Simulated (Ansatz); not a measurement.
# Calculated 179Hf nuclear quadrupole resonance for HfO2

Cell: a COD entry whose atoms were relaxed with PBE, the cell held.

Space group P2_1/c (No. 14); a = 5.1180, b = 5.1857, c = 5.2841 Å, β = 99.35°.

| site | Wyckoff | site symmetry | x | y | z |
| --- | --- | --- | --- | --- | --- |
| Hf | 4e | 1 | 0.2767 | 0.0419 | 0.2081 |
| O5 | 4e | 1 | 0.4466 | 0.7584 | 0.4803 |
| O9 | 4e | 1 | 0.0726 | 0.3393 | 0.3389 |

One atom of each set is listed.

All values are calculated (Ansatz; DFT, LDA, plane waves and PAW, scalar-relativistic, 420 eV cutoff, Γ-centred 6×6×6 k-points, Fermi–Dirac smearing 0.02 eV), not measured.

179Hf: I = 9/2, Q = 3793 mb (year-2017 value). Static lattice, zero field.

(1) The simulated lines lie at 59.4, 93.8, 144.3, 193.0 MHz. What are |C_Q|, η and |V_zz| at Hf?

Results:

(1) For I = 9/2 and η = 0 the lines are |C_Q|/24 times 1, 2, 3 and 4; η shifts the lowest up most. Here |C_Q| = 1160 MHz, η = 0.17 and |V_zz| = 12.65 × 10²¹ V/m². The calculation gives V_zz positive; the lines don't show the sign. The site has 7 O at 2.04–2.24 Å.

At this cell the LDA pressure is -9 GPa, so with LDA the cell would shrink if it were relaxed. Without spin–orbit coupling the gradients at and beside Hf can be off by some per cent, at some sites by more.
